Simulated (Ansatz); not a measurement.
**What moves the field gradients of IrO2?**

Cell of run 1: an entry of the Crystallography Open Database (COD), atoms as given.

```cif
data_IrO2
_symmetry_space_group_name_H-M 'P4_2/mnm'
_symmetry_Int_Tables_number 136
_cell_length_a 4.4990
_cell_length_b 4.4990
_cell_length_c 3.1460
_cell_angle_alpha 90.000
_cell_angle_beta 90.000
_cell_angle_gamma 90.000
loop_
_atom_site_label
_atom_site_type_symbol
_atom_site_symmetry_multiplicity
_atom_site_Wyckoff_symbol
_atom_site_fract_x
_atom_site_fract_y
_atom_site_fract_z
Ir Ir 2 a 0.0000 0.0000 0.0000
O O 4 f 0.3110 0.3110 0.0000
```

One atom of each set is listed.

Relaxed positions (PBE, cell held):

Ir (0.0000, 0.0000, 0.0000)
O (0.3079, 0.3079, 0.0000)

All runs are DFT with Ansatz 0.2.0 (plane waves and PAW, scalar-relativistic unless spin–orbit coupling is named, Γ-centred meshes, Fermi–Dirac smearing where given) in this cell. Start moments of run 1 as typed (μB): 1 on each Ir, none on the rest.

Run 1: PBE, parallel start moments, atoms as given; 420 eV, 10×10×15 k-points, smearing 0.05 eV.
Run 2: PBE, parallel start moments, atoms relaxed; 420 eV, 10×10×15 k-points, smearing 0.05 eV.
Run 3: r2SCAN, parallel start moments, at the relaxed atoms; 500 eV, 10×10×15 k-points, smearing 0.05 eV.
Run 4: PBE with spin–orbit coupling, parallel start moments, at the relaxed atoms; 420 eV, 10×10×15 k-points, smearing 0.05 eV.
Run 5: LDA, parallel start moments, at the relaxed atoms; 420 eV, 10×10×15 k-points, smearing 0.05 eV.
Run 6: PBEsol, parallel start moments, at the relaxed atoms; 420 eV, 10×10×15 k-points, smearing 0.05 eV.

```
run    Ir V_zz (η)    O V_zz (η)
  1  -15.66 (0.13)  -9.61 (0.20)
  2  -12.90 (0.54)  -9.68 (0.20)
  3  -14.28 (0.64)  -9.36 (0.20)
  4  -11.84 (0.66)  -9.86 (0.19)
  5              ?             ?
  6  -12.65 (0.54)  -9.62 (0.19)
```

V_zz in 10²¹ V/m².

(1) Estimate the row of run 5.

Answers

(1) Ir: -12.19 (0.53); O: -9.55 (0.19). It lies nearest to run 6, from whose tensors on these sites it differs by 0.47 at most (largest principal value of the difference, on Ir). Taken one at a time, the positions of the atoms (as given or relaxed) move the tensors on these sites by up to 5.91 (largest principal value of the change, on Ir), the functional (between the two that differ most) by 2.40 (Ir), spin–orbit coupling by 1.05 (Ir). On Ir V_xx and V_yy change places between runs (or their axes turn by over 50°), so η hides a larger change.

Semilocal functionals can leave a metal where correlation in the d or f shell opens a gap in the real compound, and that would change the values at and beside Ir. In run 3 the program didn't check the stability of the electronic state in full, so a lower one may lie near. In runs 1, 2, 3, 4, 5, 6 there is no gap above 0.1 eV, so the gradients can move by 10 % or more with the k-mesh. In runs 1, 2, 3, 4, 5, 6 the start moments die out. In run 1 the atoms aren't at the calculated equilibrium (largest force 0.62 eV/Å). The cell isn't the equilibrium one in runs 1, 2, 4, 5 (calculated pressure 8, 7, 9, -9 GPa, with larger principal stresses), and the entry's cell may itself be off.
